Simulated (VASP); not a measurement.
## GaN in VASP 6.6.1, single-point calculation

INCAR

```
NBANDS = 16
NSW = 0
IBRION = -1
LASPH = .TRUE.
LWAVE = .FALSE.
LCHARG = .FALSE.
LREAL = .FALSE.
SIGMA = 0.02
ISIF = 2
NELM = 120
PREC = Accurate
EDIFF = 1E-7
GGA = PE
ENCUT = 520
ISMEAR = -1
MAGMOM = -3 3
ISPIN = 2
```

KPOINTS

```
KPOINTS created by Atomic Simulation Environment
0
Gamma
10 10 10
0 0 0
```

POSCAR

```
Ga N
 1.0000000000000000
     0.0000000000000000    2.2939315918999998    2.2939315918999998
     2.2939315918999998    0.0000000000000000    2.2939315918999998
     2.2939315918999998    2.2939315918999998    0.0000000000000000
 Ga  N
   1   1
Cartesian
  0.0000000000000000  0.0000000000000000  0.0000000000000000
  1.1469657959499999  1.1469657959499999  1.1469657959499999
```

The recommended PBE PAW datasets give the neutral cell 18 valence electrons.

Command

```
mpirun -np 1 vasp_std
```

Task: How does this run end, and what does it give?

Result: It converged. Results: pressure -4.1 GPa; magnetic moment of the cell 0.00 μB.

OSZICAR

```
N       E                     dE             d eps       ncg     rms          rms(c)
DAV:   1     0.877048848074E+02    0.87705E+02   -0.92815E+03  3288   0.199E+03
DAV:   2    -0.373127692439E+01   -0.91436E+02   -0.84869E+02  3408   0.332E+02
DAV:   3    -0.981429899452E+01   -0.60830E+01   -0.60541E+01  3528   0.717E+01
DAV:   4    -0.988546897562E+01   -0.71170E-01   -0.71160E-01  3816   0.846E+00
DAV:   5    -0.988644976858E+01   -0.98079E-03   -0.98079E-03  3640   0.872E-01    0.226E+01
DAV:   6    -0.118352784257E+02   -0.19488E+01   -0.52232E+00  4200   0.516E+01    0.805E+00
DAV:   7    -0.121406515486E+02   -0.30537E+00   -0.63574E-01  3800   0.150E+01    0.268E+00
DAV:   8    -0.121488556997E+02   -0.82042E-02   -0.42059E-02  3504   0.311E+00    0.111E+00
DAV:   9    -0.121457411783E+02    0.31145E-02   -0.12161E-02  3624   0.124E+00    0.645E-01
DAV:  10    -0.121458538034E+02   -0.11263E-03   -0.13405E-03  3936   0.684E-01    0.149E-01
DAV:  11    -0.121459437054E+02   -0.89902E-04   -0.30284E-04  3904   0.331E-01    0.716E-02
DAV:  12    -0.121460209882E+02   -0.77283E-04   -0.97147E-05  3248   0.834E-02    0.215E-02
DAV:  13    -0.121460279908E+02   -0.70026E-05   -0.12644E-05  3712   0.627E-02    0.108E-02
DAV:  14    -0.121460274085E+02    0.58232E-06   -0.26810E-06  3192   0.155E-02    0.348E-03
DAV:  15    -0.121460278187E+02   -0.41017E-06   -0.65966E-07  3560   0.685E-03    0.300E-03
DAV:  16    -0.121460278093E+02    0.94428E-08   -0.76075E-08  2688   0.403E-03
   1 F= -.12146028E+02 E0= -.12146028E+02  d E =-.485088E-11  mag=    -0.0000
```

For comparison, a separate PBE run of the intended cell, on usual settings and not on those above, gives a gap of 1.38 eV on its mesh and a pressure of -4.1 GPa.
